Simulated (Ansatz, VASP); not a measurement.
## CuI in VASP and in Ansatz

```
Cu I
1.0
     3.73317   -3.71109    0.00000
     3.73317    3.71109    0.00000
     0.00000    0.00000    4.39314
Cu I
2 2
Direct
  0.42044 0.57956 0.75000
  0.57956 0.42044 0.25000
  0.77004 0.22996 0.75000
  0.22996 0.77004 0.25000
```

Change from the starting cell: zz strain of +2 %, crystal datasets.

Alike in both runs: task electric field gradients; functional PBE; k mesh 5 × 5 × 6; occupations fermi-dirac, width 0.02 eV; no spin polarisation.

```csv
,VASP,Ansatz
version,VASP 6.6.1,Ansatz 0.2.0
potentials or method,"VASP PAW PBE potentials, release 64 (Cu, I), cutoff 520 eV","all-electron PAW with datasets made for the crystal, scalar-relativistic"
```

|  | VASP | Ansatz | Ansatz less VASP |
| --- | --- | --- | --- |
| gap on the k mesh at the Fermi level (eV) | 1.05 | 1.03 | -0.016 |
| pressure (GPa) | 0.2 | 0.2 | -0.05 |
| largest component of the traceless stress (GPa) | 0.83 | 0.90 | +0.065 |
| rms of the force components (eV/Å) | 0.037 | 0.033 | -0.0040 |
| Vzz of the field gradient on the site that differs most (V/Å²) | -409.4 | -422.7 | -13.29 |

Atom by atom the forces differ by 0.005 eV/Å (rms over components). Ansatz ran all-electron here, so the differences hold the error of VASP's frozen core and of both bases. Ansatz warned: «gradients_without_spin_orbit».

Caveats: spin-orbit coupling is left out, which moves the levels of the heavy elements; an odd mesh through Γ misses points on the zone boundary, where band edges often lie.
